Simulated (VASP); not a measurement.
Here is a VASP 6.6.1 calculation.

INCAR

```
  PREC = Accurate
  ENCUT = 580
  EDIFF = 1E-6
  ISMEAR = -5
  SIGMA = 0.05
  LREAL = False
  LASPH = True
  NELM = 60
  ALGO = Normal
  ISIF = 3
  LWAVE = False
  LCHARG = False
  GGA = 91
  IVDW = 12
  VDW_S6 = 1.0
  VDW_S8 = 1.9598
  VDW_A1 = 0.6319
  VDW_A2 = 4.5718
  IBRION = 2
  NSW = 60
  EDIFFG = -0.02
```

Contents of KPOINTS:

```
Automatic mesh
0
Gamma
  8 8 8
```

Contents of POSCAR:

```
CdSe
1.0
    0.0000000000      2.8739580000      2.8739580000
    2.8739580000      0.0000000000      2.8739580000
    2.8739580000      2.8739580000      0.0000000000
Cd Se
1 1
Cartesian
   -0.0815686760     -0.0174420511     -0.1466896903
    2.8202638427      2.8516129766      2.8297737697
```

Potentials or basis: VASP PAW PBE potentials, release 64 (Cd, Se).

Command:

```sh
$ cat potpaw_PBE.64/Cd/POTCAR potpaw_PBE.64/Se/POTCAR > POTCAR
$ mpirun -np 1 vasp_std > vasp.out
```

(1) Estimate the dispersion energy per atom.

(2) Estimate the band gap on the k mesh.

Results:

(1) -0.270 eV.

(2) none (metal or under the smearing width).
